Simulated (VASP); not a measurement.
Write the native input for VASP 6.6.1 that does the following.

```
Task                   : single point
Functional             : PBEsol
Potentials or basis    : VASP PAW PBE potentials, release 64 (Fe, Si)
Cutoff                 : 520 eV
k mesh                 : 16 × 16 × 8
Occupations            : gaussian, width 0.1 eV
Spin                   : no spin polarisation
Dipole correction      : no
Further INCAR settings : ALGO = Fast; EDIFF = 1e-06; NBANDS = 15
```

The structure of FeSi2 lies in POSCAR:

```
FeSi2
1.0
    2.7565700233      0.0000000000      0.0000000000
    0.0000000000      2.6562094642      0.0000000000
    0.0000000000      0.0000000000      5.0680645934
Fe Si
1 2
Direct
    0.0000000000      0.0000000000      0.0000000000
    0.5000000000      0.5000000000      0.2711255934
    0.5000000000      0.5000000000      0.7288744066
```

The cell isn't the ideal one: uniaxial strain along a, b, c and atoms relaxed: +3.0 %.

The input as run:

INCAR

```
SYSTEM = FeSi2
  PREC = Accurate
  ENCUT = 520
  EDIFF = 1E-6
  ISMEAR = 0
  SIGMA = 0.1
  LREAL = .False.
  LASPH = .True.
  NELM = 100
  ALGO = Fast
  ISIF = 2
  LWAVE = .False.
  LCHARG = .True.
  GGA = PS
  LELF = .True.
  LVHAR = .True.
  NBANDS = 15
```

KPOINTS

```
regular mesh
0
Gamma
  16 16 8
  0 0 0
```

Potentials or basis: VASP PAW PBE potentials, release 64 (Fe, Si).

The run is started by

```console
$ cat potpaw_PBE.64/Fe/POTCAR potpaw_PBE.64/Si/POTCAR > POTCAR
$ mpirun -np 1 vasp_std > vasp.out
```

Results of the run:

The pressure is -1.7 GPa and the largest force is 0.044 eV/Å. The band gap on the k mesh is none (metal or under the smearing width).

Caveat: the PAW data sets were made with another functional, which shifts forces and pressure a little.

Run time: 75 s on 1 thread of Intel(R) Xeon(R) 6975P-C (Granite Rapids), on a shared host, peak memory 0.33 GiB.
